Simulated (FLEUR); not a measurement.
The system is Ca.

```
CELL_PARAMETERS angstrom
3.98000 0.00000 0.00000
-1.99000 3.44678 0.00000
0.00000 0.00000 6.52000
ATOMIC_POSITIONS crystal
Ca 0.66667 0.33333 0.75000
Ca 0.33333 0.66667 0.25000
```

This isn't the form of Ca at room conditions, which is fcc.

| Quantity | Value |
| --- | --- |
| Program | FLEUR MaX-R8.1 (later development tree) |
| Task | single point |
| Functional | PBE |
| Potentials or basis | all-electron |
| Basis | FLAPW |
| Kmax | 4.1 1/bohr |
| k mesh | 8 × 8 × 4 |
| Occupations | fermi-dirac, width 0.05 eV |
| Spin | no spin polarisation |
| Gmax | 12.7 1/bohr |
| Muffin-tin radii | Ca 2.66 bohr |
| lmax | Ca 11 |
| Local orbitals a species | Ca 5 |
| Max iterations | 60 |
| Mixing factor | 0.05 |
| Mixer | Anderson |
| Mixer history | 15 |
| Density convergence | 1e-05 me/bohr^3 |

On this cell: largest force under 0.003 eV/Å; band gap on the k mesh none (metal or under the smearing width).

The same run follows on a disturbed copy (atoms moved at random, drawn with an rms of 0.05 Å):

```xyz
2
Lattice="3.9800 0.0000 0.0000 -1.9900 3.4468 0.0000 0.0000 0.0000 6.5200" Properties=species:S:1:pos:R:3 pbc="T T T"
Ca    2.0017    1.1661    4.9243
Ca   -0.0101    2.3159    1.6180
```

Q: What does the disturbed cell give?

A: The energy (extrapolated to zero smearing) moves by +0.8 meV/atom; largest force 0.064 eV/Å; band gap on the k mesh none (metal or under the smearing width).

Forces in eV/Å, atoms in the order of the input:
```
Ca  -0.008  0.000 -0.063
Ca   0.008  0.000  0.063
```

Caveats: the cell was measured hot, at 723 K.
